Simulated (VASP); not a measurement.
# From VASP inputs to Ansatz: HgTe (distorted zincblende)

INCAR

```
ISMEAR = -1
PREC = Accurate
ENCUT = 520
GGA = CA
NSW = 0
NBANDS = 16
LREAL = .FALSE.
SIGMA = 0.02
NELM = 120
LASPH = .TRUE.
IBRION = -1
LCHARG = .FALSE.
LWAVE = .FALSE.
ISIF = 2
EDIFF = 1E-7
```

KPOINTS

```
KPOINTS created by Atomic Simulation Environment
0
Gamma
6 6 6
0 0 0
```

POSCAR

```
Hg Te
 1.0000000000000000
     0.0024000000000000    3.2587000000000002    3.2042000000000002
     3.2319000000000000   -0.0673000000000000    3.2740000000000000
     3.1869000000000001    3.2833000000000001   -0.0223000000000000
 Hg  Te
   1   1
Cartesian
  6.3828454800000003  6.4254006100000005  6.4319334800000005
  1.6813779300000000  1.6601161600000001  1.5684635000000000
```

VASP ran with the recommended LDA PAW datasets (18 valence electrons in the cell).

Problem. Write an Ansatz input for this cell and level of theory.

Solution. 

```yaml
crystal:
  lattice:
    - [0.0024, 3.2587, 3.2042]
    - [3.2319, -0.0673, 3.274]
    - [3.1869, 3.2833, -0.0223]
  atoms:
    - { symbol: Hg, position: [0.9947, 0.9978, 0.9902] }
    - { symbol: Te, position: [0.2373, 0.2487, 0.2752] }
kpoints:
  mp_grid: { grid: [6, 6, 6] }
hamiltonian:
  xc: lda
scf:
  occupations: { method: fermi_dirac, width: 0.02 }
  n_extra_bands: 4
output:
  forces: true
  stress: true
  eigenvalues: true
```

Other inputs would serve too.

```tsv
	VASP	Ansatz
gap between bands v and c on the k mesh	0.04 eV	0.03 eV
least direct gap on the k mesh	0.04 eV	0.03 eV
pressure	-0.9 GPa	-1.1 GPa
largest force	0.62 eV/Å	0.59 eV/Å
```

Datasets and cutoffs are each program's own. VASP's cell holds 18 valence electrons and Ansatz's 36. LDA means the Perdew–Zunger form with relativistic exchange in VASP and the Perdew–Wang form in Ansatz. Ansatz's stress includes a Pulay correction; VASP's doesn't.
